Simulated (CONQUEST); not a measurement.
The system is SiC (Moissanite).

```
Si C
1.0
     3.07600    0.00000    0.00000
     0.00000    5.04800    0.00000
     0.00000    0.00000    5.32779
Si C
4 4
Direct
  0.49312 0.50824 0.83088
  0.99312 0.50824 0.33088
  0.49343 0.00133 0.16720
  0.99343 0.00133 0.66720
  0.49583 0.88747 0.84341
  0.99583 0.88747 0.34341
  0.49802 0.38002 0.17107
  0.99802 0.38002 0.67107
```

The cell isn't the ideal one: atoms moved at random, drawn with an rms of 0.05 Å.

Base run:

| Quantity | Value |
| --- | --- |
| Program | CONQUEST 1.3 |
| Functional | PBE |
| Potentials or basis | PseudoDojo NC PBE, SZ, grid cutoff 120 Ha |
| k mesh | 6 × 4 × 4 |
| Occupations | fermi-dirac, width 0.05 eV |
| Spin | no spin polarisation |

Its results: band gap on the k mesh 5.06 eV; pressure 27.3 GPa; largest force 2.142 eV/Å.

**Question.** After a change of settings the same cell gave: band gap on the k mesh 2.30 eV; pressure 6.5 GPa; largest force 1.574 eV/Å. Which change was it?
A. potentials or basis from PseudoDojo NC PBE, SZ, grid cutoff 120 Ha to PseudoDojo NC PBE, DZP, multi-site functions of range 5 bohr, grid cutoff 120 Ha
B. potentials or basis from PseudoDojo NC PBE, SZ, grid cutoff 120 Ha to PseudoDojo NC PBE, DZP, multi-site functions of range 10 bohr, grid cutoff 120 Ha
C. potentials or basis from PseudoDojo NC PBE, SZ, grid cutoff 120 Ha to PseudoDojo NC PBE, DZ, grid cutoff 120 Ha
D. potentials or basis from PseudoDojo NC PBE, SZ, grid cutoff 120 Ha to PseudoDojo NC PBE, DZP, multi-site functions of range 6.5 bohr, grid cutoff 120 Ha

**Answer.** B.

Caveats: the basis of atomic orbitals isn't converged, which shifts pressures, moduli and gaps; the atomic basis is small (some runs); the box holds several primitive cells, so bands are folded and the points are those of the box's own zone (some runs); multi-site functions contract the basis, which raises the energy a little and makes forces and stress less exact (some runs).
